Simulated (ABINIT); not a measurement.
# Be: phonons with WC

The system is Be.

```
CELL_PARAMETERS angstrom
2.27441 0.00000 0.00000
-1.13720 1.96970 0.00000
0.00000 0.00000 3.52214
ATOMIC_POSITIONS crystal
Be 0.66667 0.33333 0.75000
Be 0.33333 0.66667 0.25000
```

The cell isn't the ideal one: cell relaxed at zero pressure by an earlier run.

| Property | Result |
| --- | --- |
| Program | ABINIT 10.8.3 (patched build) |
| Task | phonons |
| Functional | WC |
| Potentials or basis | Ansatz PAW PBE default generated set, frozen core |
| Cutoff | 419 eV |
| k mesh | 16 × 16 × 10 |
| Occupations | fermi-dirac, width 0.2 eV |
| Spin | no spin polarisation |
| Cutoff smearing ecutsm (Ha) | 0.5 |
| Stop of the response cycle (tolvrs) | 1e-08 |
| Acoustic sum rule (asr) | 1 |
| Fine-grid cutoff | 838.111 eV |

```yaml
Pressure: -0.2 GPa
Band_gap_on_the_k_mesh: none (metal or under the smearing width)
Highest_phonon_frequency_at_Γ: 707 cm⁻¹
```

Stress tensor (GPa, compression positive):
```
-1.97  0.00  0.00
 0.00 -1.97  0.00
 0.00  0.00  3.30
```

Phonon frequencies in cm⁻¹ (negative: imaginary):
```tsv
q point	frequencies
(0.000, 0.000, 0.000)	0 0 0 477 477 707
```

Wall time 2.6 min on 1 thread of Arm Neoverse V1, on a shared host, peak memory 0.81 GiB.

Caveat: the atomic spheres overlap; the PAW data sets were made with another functional, which shifts forces and pressure a little.
